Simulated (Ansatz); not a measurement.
# ZnS (Wurtzite-2H) (P6_3mc) in Ansatz: a series of runs

One crystal, ZnS (Wurtzite-2H), is run at these levels: m-r2SCAN, LDA; tasks: band structure, single point, equation of state.

All numbers are computed with Ansatz 0.2.0; they aren't measurements. Logs are shortened: lines on timing, memory, paths and dates and some standing lists are left out, and cuts for length are marked.

**What was measured.**

A printed reference work, monograph reports, for a bulk crystal of ZnS at 4 K: band gap 3.911 eV (direct).

The results are compared with them further down.

## (1) The structure

Symmetry: P6_3mc, No. 186, hexagonal system. Conventional cell: a = 3.811 Å, b = 3.811 Å, c = 6.234 Å, α = 90.00°, β = 90.00°, γ = 120.00°. Around Zn (site symmetry 3m) lie 4 S at 2.31 to 2.40 Å. S (site symmetry 3m) is surrounded by 4 Zn at 2.31 to 2.40 Å.

## (2) Band structure, m-r2SCAN

input.yaml reads:

```yaml
crystal:
  lattice:
    - [3.811, 0.0, 0.0]
    - [-1.9055, 3.3004228138, 0.0]
    - [0.0, 0.0, 6.234]
  atoms:
    - { symbol: Zn, position: [0.6666666667, 0.3333333333, 0.5] }
    - { symbol: Zn, position: [0.3333333333, 0.6666666667, 0.0] }
    - { symbol: S, position: [0.6666666667, 0.3333333333, 0.885] }
    - { symbol: S, position: [0.3333333333, 0.6666666667, 0.385] }
hamiltonian:
  xc: mr2scan
  pseudopotentials: { kind: paw }
kpoints:
  mp_grid: { grid: [8, 8, 5] }
  band_path:
    path:
      - [[0.0, 0.0, 0.0], [0.5, 0.0, 0.0], [0.3333333333, 0.3333333333, 0.0], [0.0, 0.0, 0.0], [0.0, 0.0, 0.5], [0.5, 0.0, 0.5], [0.3333333333, 0.3333333333, 0.5], [0.0, 0.0, 0.5]]
      - [[0.5, 0.0, 0.5], [0.5, 0.0, 0.0]]
      - [[0.3333333333, 0.3333333333, 0.0], [0.3333333333, 0.3333333333, 0.5]]
    npoints: 14
scf:
  occupations: { method: fermi_dirac, width: 0.05 }
  n_extra_bands: 10
output:
  forces: true
  stress: true
  eigenvalues: true
  fatbands: false
  write_density: true
  write_potential: true
  elf: true
  volumetric_format: npy
```

Potentials or basis: Ansatz PAW.

Run with:

```console
ansatz run input.yaml --threads 2 --pin off --max-ram 5120MiB --backend cpu --events-out ev --progress --plain --runs-dir out
```

What it wrote:

```text
Warning: RAYON_NUM_THREADS=2 ignored (pool sized by the plan → 2); use --threads N
scf.n_extra_bands = 10 over 18 filled bands (N_el = 36.0): the run solves 28 bands
Engine: ansatz 0.2.0, aarch64-unknown-linux-gnu
Pseudopotentials: kind: paw
Pseudopotential: Zn, paw, valence charge 12, recommended cutoff 500 eV (meta_gga), Zn.paw.azcp
Pseudopotential: S, paw, valence charge 6, recommended cutoff 500 eV (meta_gga), S.paw.azcp
Functional definition: m-r2SCAN
  exchange = m_r2scan_x
  correlation = m_r2scan_c
Crystal: 4 atoms, lattice volume = 78.411 Å³
Basis set: ecut = 500 eV, 1973 PW (Γ), exchange–correlation on 120×120×192 points (64 copies of the dense FFT grid, shifted against one another)
Bands: 28, of which v1, the nominal top of the filled ones, is band 18 counted from 1 (17 counted from 0)
Symmetry: 12 space group operations
Space group: P63mc (ITA 186), of the structure as read, at distance tolerance 4.3e-5 Å
k-points: 30 of 320 (time reversal used)
Non-local potential: Zn, projectors of the file, l = 0: 2, l = 1: 2, l = 2: 3, l = 3: 1
Non-local potential: S, projectors of the file, l = 0: 2, l = 1: 2, l = 2: 2
PAW form: soft (Blöchl's): semilocal exchange-correlation on the pseudo side does not see the compensation charge
PAW frozen core: Zn, regenerated for the run's functional (the file was generated under x = pbe(κ = 0.804, μ = 0.2195149727645171), c = pbe(β = 0.06672455060314922))
PAW frozen core: S, regenerated for the run's functional (the file was generated under x = pbe(κ = 0.804, μ = 0.2195149727645171), c = pbe(β = 0.06672455060314922))
PAW one-centre angular grid: Zn, 590 points (default); XC on 215 of its mesh's 2673 points in the sphere
PAW one-centre angular grid: S, 302 points (default); XC on 160 Gauss nodes
Initial density: superposition of atomic densities (neutral atoms: chi_scale 0, normalization atom), corrected by the library's trained network
Initial wavefunctions: pseudopotential atomic-orbital guess
Functional: x = mr2scan, c = mr2scan; τ floored in thin density (d = 2e-4 eV/Å³)
SCF iter   1: F=—  HF=-8466.872331 eV  |F-HF|=—  |Δ(HF+E_count)|=         —  Δρ=1.55e-2  dr2=9.24e-2  dr2_τ=1.36e-2  ethr=1.77e-3  ⟨swp⟩=6.5  Hψ=4333  notcnv=0  defer=42
preconditioner: auto → Resta (q_TF=auto, 2.396 Å⁻¹)  ε∞=4.2  [insulator: Δε(μ)=2.791 eV  Ē_g=13.957 eV  σ=0.050 eV  W_gap=1.00  n_scr=22 (ndim 8)  ℏωp=25.2 eV  f_vac=0.039  D(μ)=0.00/eV (n_scr^D=0)  ε∞_Penn≈4.2]
SCF iter   2: F=—  HF=-8466.872880 eV  |F-HF|=—  |Δ(HF+E_count)|=   5.49e-4  Δρ=2.39e-3  dr2=2.87e-3  dr2_τ=5.10e-4  ethr=2.57e-4  ⟨swp⟩=2.4  Hψ=1802  notcnv=0  defer=92
SCF iter   3: F=—  HF=-8466.869400 eV  |F-HF|=—  |Δ(HF+E_count)|=   3.48e-3  Δρ=3.20e-3  dr2=3.69e-3  dr2_τ=2.62e-5  ethr=7.98e-6  ⟨swp⟩=2.0  Hψ=1436  notcnv=0  defer=92
SCF iter   4: F=—  HF=-8466.869182 eV  |F-HF|=—  |Δ(HF+E_count)|=   2.18e-4  Δρ=6.19e-4  dr2=1.59e-4  dr2_τ=5.32e-6  ethr=7.98e-6  ⟨swp⟩=2.0  Hψ=1072  notcnv=0  defer=92
SCF iter   5: F=—  HF=-8466.869214 eV  |F-HF|=—  |Δ(HF+E_count)|=   3.18e-5  Δρ=1.39e-4  dr2=1.21e-5  dr2_τ=3.77e-7  ethr=4.42e-7  ⟨swp⟩=2.0  Hψ=1288  notcnv=0  defer=92
SCF iter   6: F=—  HF=-8466.869220 eV  |F-HF|=—  |Δ(HF+E_count)|=   6.37e-6  Δρ=3.64e-5  dr2=5.58e-7  dr2_τ=5.31e-9  ethr=3.37e-8  ⟨swp⟩=2.0  Hψ=1288  notcnv=0  defer=92
SCF iter   7: F=-8466.869221 eV  HF=-8466.869221 eV  |F-HF|=8.12e-9  |Δ(HF+E_count)|=   3.11e-7  Δρ=4.30e-6  dr2=1.45e-8  dr2_τ=3.09e-10  ethr=2.78e-10  ⟨swp⟩=13.0  Hψ=6170  notcnv=0
SCF 1 converged in 7 iterations: F = -8466.869221 eV  dr2 = 1.45e-8
NSCF: frozen V_eff on 129 k-points
SCF converged after 7 iterations
Free energy (F): -8466.869221 eV
Harris-Foulkes:  -8466.869221 eV  (|F-HF|=8.12e-9)
Internal energy: -8466.869221 eV  (E = F + TS)
E sigma→0 (E₀):  -8466.869221 eV
Fermi energy:    7.030326 eV
--- Per-component energies (eV) ---
  E_band       = -2.978406
  E_kinetic    = 475.212344
  E_local      = -4092.742116  (includes V_loc(G=0)·N_el)
  E_nonlocal   = 1293.319507
  E_hartree    = 1717.612293
  E_xc         = -431.599762
  E_vxc        = -296.473488  (∫ρ·V_xc dr)
  E_paw        = -4919.923175  (= ΣΔE_a)
  E_vpaw       = -832.180754  (= ΣTr[D̂ρ^β])
  E_aug_tail   = -0.000123  (compensation charges beyond the density's cutoff)
  E_vtau       = 14.659648  (kinetic-family band-sum trace: ∫τ·v_τ [+ j·A + Jᵃ·Aᵃ] dr)
  E_ewald      = -2508.163419
  E_core_change = -0.584771  (= ΣΔE_core)
  E_smearing   = -0.000000  (= −TS)
  E_closure    = 0.000000  (closes the sum)
  Σ components = -8466.869221   (vs F -8466.869221, Δ=0.00e0)
--- Forces (eV/Å), atoms counted from 1 ---
  atom   1  Zn     0.00000000     0.00000000     0.31688902
  atom   2  Zn    -0.00000000    -0.00000000     0.31688902
  atom   3  S     -0.00000000     0.00000000    -0.31690931
  atom   4  S      0.00000000    -0.00000000    -0.31690931
  max |Σ_I F_I| component: 4.06e-5 eV/Å
--- Stress (GPa, compression-positive) ---
        0.750299      -0.000000       0.000000
        0.000000       0.750299       0.000000
        0.000000       0.000000      -1.149533
  P = ⅓ Tr σ = 0.1170 GPa (1.170 kbar)
--- Band table (eV; the first three rows and the last of 30) ---
  k-point 0: bands = ["-8.1427", "-7.1989", "-0.9392", "-0.9392", "-0.8694", "-0.8694", "-0.8638", "-0.4188", "-0.4188", "-0.3398", "-0.3398", "-0.1820", "0.3200", "4.7113", "4.7113", "5.5783", "5.5783", "5.5871", "8.4043", "9.0854", "12.3479", "12.3479", "12.6753", "13.7070", "13.7070", "15.4844", "16.1283", "16.1283"]
  k-point 1: bands = ["-8.0648", "-7.3042", "-0.9349", "-0.9349", "-0.8785", "-0.8785", "-0.8671", "-0.5207", "-0.4095", "-0.4095", "-0.3455", "-0.3455", "0.9911", "4.7884", "4.7884", "4.8468", "5.4891", "5.4891", "9.0296", "9.1976", "12.3986", "12.3986", "12.4050", "13.4671", "13.4671", "14.8650", "16.5125", "16.5125"]
  k-point 2: bands = ["-7.8506", "-7.5618", "-0.9212", "-0.9212", "-0.8997", "-0.8997", "-0.8558", "-0.7689", "-0.3868", "-0.3868", "-0.3624", "-0.3624", "2.1470", "3.5015", "4.9954", "4.9954", "5.2625", "5.2625", "9.4901", "9.6568", "12.4687", "12.6024", "12.6024", "12.9953", "12.9953", "13.5726", "17.5256", "17.5256"]
  k-point 29: bands = ["-6.9605", "-6.9162", "-0.7901", "-0.7328", "-0.7297", "-0.6711", "-0.5436", "-0.5402", "-0.4078", "-0.4043", "-0.1040", "-0.0586", "0.7116", "0.8439", "2.3434", "2.8349", "4.0686", "4.3035", "10.4839", "10.8212", "11.9976", "12.4862", "13.2340", "13.7290", "15.5865", "15.7640", "17.1299", "17.2499"]
```

Wall time 23 s (2 threads of Arm Neoverse V1, shared host); peak memory 0.56 GiB.

Results:

* Free energy: -8466.8692 eV
* Pressure: 0.1 GPa
* Largest force: 0.317 eV/Å
* Band gap on the k mesh: 2.82 eV, direct
* Band gap along the path: 2.82 eV, direct

Forces in eV/Å, atoms in the order of the input:
```
Zn   0.000  0.000  0.317
Zn   0.000  0.000  0.317
S    0.000  0.000 -0.317
S    0.000  0.000 -0.317
```

Levels at the corners of the path, in eV from the valence-band top:
```tsv
point	band 14	band 15	band 16	band 17	band 18	band 19	band 20	band 21	band 22	band 23
Γ	-0.88	-0.88	-0.01	-0.01	0.00	2.82	3.50	6.76	6.76	7.09
M	-4.27	-3.22	-2.31	-1.59	-1.01	3.99	4.78	5.52	7.58	7.98
K	-4.40	-3.97	-2.27	-2.26	-2.26	4.75	6.47	6.47	8.28	8.43
Γ	-0.88	-0.88	-0.01	-0.01	0.00	2.82	3.50	6.76	6.76	7.09
A	-2.78	-0.46	-0.46	-0.46	-0.46	4.05	4.05	7.19	7.19	7.19
L	-4.97	-1.70	-1.70	-1.57	-1.57	4.03	4.03	5.57	5.57	9.51
H	-4.83	-3.19	-3.19	-1.29	-1.29	5.02	5.02	6.83	6.83	7.89
A	-2.78	-0.46	-0.46	-0.46	-0.46	4.05	4.05	7.19	7.19	7.19
L	-4.97	-1.70	-1.70	-1.57	-1.57	4.03	4.03	5.57	5.57	9.51
M	-4.27	-3.22	-2.31	-1.59	-1.01	3.99	4.78	5.52	7.58	7.98
K	-4.40	-3.97	-2.27	-2.26	-2.26	4.75	6.47	6.47	8.28	8.43
H	-4.83	-3.19	-3.19	-1.29	-1.29	5.02	5.02	6.83	6.83	7.89
```

Caveat: the PAW data sets come from PBE, with cores solved anew for the run's functional, which leaves a small shift of forces and pressure.

## (3) Single point, LDA, 18.43 Å³/atom (volume scaled by 0.94)

input.yaml reads:

```yaml
crystal:
  lattice:
    - [3.7332026603, 0.0, 0.0]
    - [-1.8666013302, 3.2330483413, 0.0]
    - [0.0, 0.0, 6.1067398017]
  atoms:
    - { symbol: Zn, position: [0.6666666667, 0.3333333333, 0.5] }
    - { symbol: Zn, position: [0.3333333333, 0.6666666667, 0.0] }
    - { symbol: S, position: [0.6666666667, 0.3333333333, 0.885] }
    - { symbol: S, position: [0.3333333333, 0.6666666667, 0.385] }
hamiltonian:
  xc: lda
  pseudopotentials: { kind: paw, xc_functional: lda, accuracy: standard }
kpoints:
  mp_grid: { grid: [8, 8, 5] }
scf:
  occupations: { method: fermi_dirac, width: 0.05 }
output:
  forces: true
  stress: true
  eigenvalues: true
```

Potentials or basis: JTH PAW LDA.

Run with:

```console
ansatz run input.yaml --threads 2 --pin off --max-ram 5120MiB --backend cpu --events-out ev --progress --plain --runs-dir out
```

Run time: 9 s. Hardware: 2 threads of Arm Neoverse V1, shared host; peak memory 0.44 GiB.

The run converged. Its results:

- Free energy: -8229.8541 eV
- Pressure: 0.9 GPa
- Largest force: 0.372 eV/Å
- Band gap on the k mesh: 2.28 eV, direct

Caveat: odd divisions of the mesh miss points on the zone boundary, where band edges often lie, so the gap on the mesh can be too wide.

## (4) Single point, LDA, 18.82 Å³/atom (volume scaled by 0.96)

input.yaml: that of step 3 with these lines changed.

```diff
@@ -2,5 +2,5 @@
   lattice:
-    - [3.7332026603, 0.0, 0.0]
-    - [-1.8666013302, 3.2330483413, 0.0]
-    - [0.0, 0.0, 6.1067398017]
+    - [3.7594936861, 0.0, 0.0]
+    - [-1.8797468431, 3.2558170375, 0.0]
+    - [0.0, 0.0, 6.1497464286]
   atoms:
```

Run with:

```console
ansatz run input.yaml --threads 2 --pin off --max-ram 5120MiB --backend cpu --events-out ev --progress --plain --runs-dir out
```

Wall time 9.1 s (2 threads of Arm Neoverse V1, shared host); peak memory 0.44 GiB.

It converged, with:

* Free energy: -8229.8536 eV
* Pressure: -0.9 GPa
* Largest force: 0.344 eV/Å
* Band gap on the k mesh: 2.17 eV, direct

Caveat: odd divisions of the mesh miss points on the zone boundary, where band edges often lie, so the gap on the mesh can be too wide.

## (5) Single point, LDA, 19.21 Å³/atom (volume scaled by 0.98)

input.yaml: that of step 4 with these lines changed.

```diff
@@ -2,5 +2,5 @@
   lattice:
-    - [3.7594936861, 0.0, 0.0]
-    - [-1.8797468431, 3.2558170375, 0.0]
-    - [0.0, 0.0, 6.1497464286]
+    - [3.7854220481, 0.0, 0.0]
+    - [-1.8927110241, 3.2782716577, 0.0]
+    - [0.0, 0.0, 6.1921598132]
   atoms:
```

Run with:

```console
ansatz run input.yaml --threads 2 --pin off --max-ram 5120MiB --backend cpu --events-out ev --progress --plain --runs-dir out
```

It took 10 s on 2 threads of Arm Neoverse V1, shared host; peak memory 0.45 GiB.

It converged, with:

| Item | Value |
| --- | --- |
| Free energy | -8229.8364 eV |
| Pressure | -2.6 GPa |
| Largest force | 0.318 eV/Å |
| Band gap on the k mesh | 2.07 eV, direct |

Caveat: odd divisions of the mesh miss points on the zone boundary, where band edges often lie, so the gap on the mesh can be too wide.

## (6) Single point, LDA, 19.60 Å³/atom

input.yaml: that of step 5 with these lines changed.

```diff
@@ -2,5 +2,5 @@
   lattice:
-    - [3.7854220481, 0.0, 0.0]
-    - [-1.8927110241, 3.2782716577, 0.0]
-    - [0.0, 0.0, 6.1921598132]
+    - [3.811, 0.0, 0.0]
+    - [-1.9055, 3.3004228138, 0.0]
+    - [0.0, 0.0, 6.234]
   atoms:
```

Potentials or basis: JTH PAW LDA.

Run with:

```console
ansatz run input.yaml --threads 2 --pin off --max-ram 5120MiB --backend cpu --events-out ev --progress --plain --runs-dir out
```

Run time: 9.3 s. Hardware: 2 threads of Arm Neoverse V1, shared host; peak memory 0.45 GiB.

The run converged. Its results:

| Quantity | Value |
| --- | --- |
| Free energy | -8229.8043 eV |
| Pressure | -4.0 GPa |
| Largest force | 0.293 eV/Å |
| Band gap on the k mesh | 1.98 eV, direct |

Caveat: odd divisions of the mesh miss points on the zone boundary, where band edges often lie, so the gap on the mesh can be too wide.

## (7) Single point, LDA, 19.99 Å³/atom (volume scaled by 1.02)

input.yaml: that of step 6 with these lines changed.

```diff
@@ -2,5 +2,5 @@
   lattice:
-    - [3.811, 0.0, 0.0]
-    - [-1.9055, 3.3004228138, 0.0]
-    - [0.0, 0.0, 6.234]
+    - [3.8362391461, 0.0, 0.0]
+    - [-1.9181195731, 3.3222805555, 0.0]
+    - [0.0, 0.0, 6.2752859714]
   atoms:
```

Run with:

```console
ansatz run input.yaml --threads 2 --pin off --max-ram 5120MiB --backend cpu --events-out ev --progress --plain --runs-dir out
```

Run time: 9.4 s. Hardware: 2 threads of Arm Neoverse V1, shared host; peak memory 0.46 GiB.

Results (log left out):

| Quantity | Value |
| --- | --- |
| Free energy | -8229.7588 eV |
| Pressure | -5.3 GPa |
| Largest force | 0.271 eV/Å |
| Band gap on the k mesh | 1.88 eV, direct |

Caveat: odd divisions of the mesh miss points on the zone boundary, where band edges often lie, so the gap on the mesh can be too wide.

## (8) Single point, LDA, 20.39 Å³/atom (volume scaled by 1.04)

input.yaml: that of step 7 with these lines changed.

```diff
@@ -2,5 +2,5 @@
   lattice:
-    - [3.8362391461, 0.0, 0.0]
-    - [-1.9181195731, 3.3222805555, 0.0]
-    - [0.0, 0.0, 6.2752859714]
+    - [3.861150488, 0.0, 0.0]
+    - [-1.930575244, 3.3438544104, 0.0]
+    - [0.0, 0.0, 6.3160357234]
   atoms:
@@ -21 +21,5 @@
   eigenvalues: true
+  write_density: true
+  write_potential: true
+  elf: true
+  volumetric_format: npy
```

Run with:

```console
ansatz run input.yaml --threads 2 --pin off --max-ram 5120MiB --backend cpu --events-out ev --progress --plain --runs-dir out
```

Wall time 14 s (2 threads of Arm Neoverse V1, shared host); peak memory 0.48 GiB.

It converged, with:

* Free energy: -8229.7016 eV
* Pressure: -6.4 GPa
* Largest force: 0.249 eV/Å
* Band gap on the k mesh: 1.79 eV, direct

Caveat: odd divisions of the mesh miss points on the zone boundary, where band edges often lie, so the gap on the mesh can be too wide.

## (9) Single point, LDA, 20.78 Å³/atom (volume scaled by 1.06)

input.yaml: that of step 8 with these lines changed.

```diff
@@ -2,5 +2,5 @@
   lattice:
-    - [3.861150488, 0.0, 0.0]
-    - [-1.930575244, 3.3438544104, 0.0]
-    - [0.0, 0.0, 6.3160357234]
+    - [3.8857444663, 0.0, 0.0]
+    - [-1.9428722331, 3.3651534204, 0.0]
+    - [0.0, 0.0, 6.356266335]
   atoms:
```

Potentials or basis: JTH PAW LDA.

Run with:

```console
ansatz run input.yaml --threads 2 --pin off --max-ram 5120MiB --backend cpu --events-out ev --progress --plain --runs-dir out
```

It took 15 s on 2 threads of Arm Neoverse V1, shared host; peak memory 0.48 GiB.

It converged, with:

- Free energy: -8229.6338 eV
- Pressure: -7.4 GPa
- Largest force: 0.230 eV/Å
- Band gap on the k mesh: 1.71 eV, direct

Caveat: odd divisions of the mesh miss points on the zone boundary, where band edges often lie, so the gap on the mesh can be too wide.

## (10) Equation of state, LDA

Potentials or basis: JTH PAW LDA.

This step only gathers the single runs of the series.

What came out:

| Property | Result |
| --- | --- |
| Equilibrium volume | 18.61 Å³/atom |
| Bulk modulus at fixed shape and positions | 86 GPa |
| Pressure derivative of the bulk modulus | 4.5 |

Energy against volume, from the lowest point:
```tsv
volume (Å³/atom)	energy (meV/atom)
18.427	0.00
18.819	0.13
19.211	4.44
19.603	12.47
19.995	23.82
20.387	38.14
20.779	55.09
```

Caveat: the cell was scaled at fixed shape and fractional positions, which overstates the stiffness of a crystal with free parameters, most of all of layers and chains.

## (11) Comparison with measurements

Step 2. Against the measured gap of ZnS, 3.911 eV (direct; 4 K; a printed reference work, monograph), the calculated 2.82 eV is off by -1.09 eV. The value is that of m-r2SCAN, without temperature or zero-point motion.
